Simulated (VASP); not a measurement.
A run of VASP 6.6.1:

File INCAR:

```
PREC = Accurate
ENCUT = 600
EDIFF = 1E-6
ISMEAR = 0
SIGMA = 0.03
LREAL = False
LASPH = True
NELM = 80
ALGO = Normal
ISIF = 3
LWAVE = False
LCHARG = False
IBRION = 2
NSW = 90
EDIFFG = -0.01
PSTRESS = 50.2
```

The input KPOINTS:

```
regular mesh
0
Gamma
  8 8 8
```

File POSCAR:

```
TePb
1.0
    0.0000000000      3.2310000000      3.2310000000
    3.2310000000      0.0000000000      3.2310000000
    3.2310000000      3.2310000000      0.0000000000
Te Pb
1 1
Direct
    0.5000000000      0.5000000000      0.5000000000
    0.0000000000      0.0000000000      0.0000000000
```

Potentials or basis: VASP PAW LDA potentials, release 64 (Te, Pb_d).

Launch:

```console
$ cat potpaw_LDA.64/Te/POTCAR potpaw_LDA.64/Pb_d/POTCAR > POTCAR
$ mpirun -np 1 vasp_std > vasp.out
```

Hardware: 1 thread of Intel(R) Xeon(R) 6975P-C (Granite Rapids), with other jobs on the host.

Question: How long does it take, and how much memory?

Answer: Run time: 46 s on 1 thread of Intel(R) Xeon(R) 6975P-C (Granite Rapids) (shared host), peak memory 0.22 GiB. Counts: scf iterations 38, k points 29, ion steps 5.
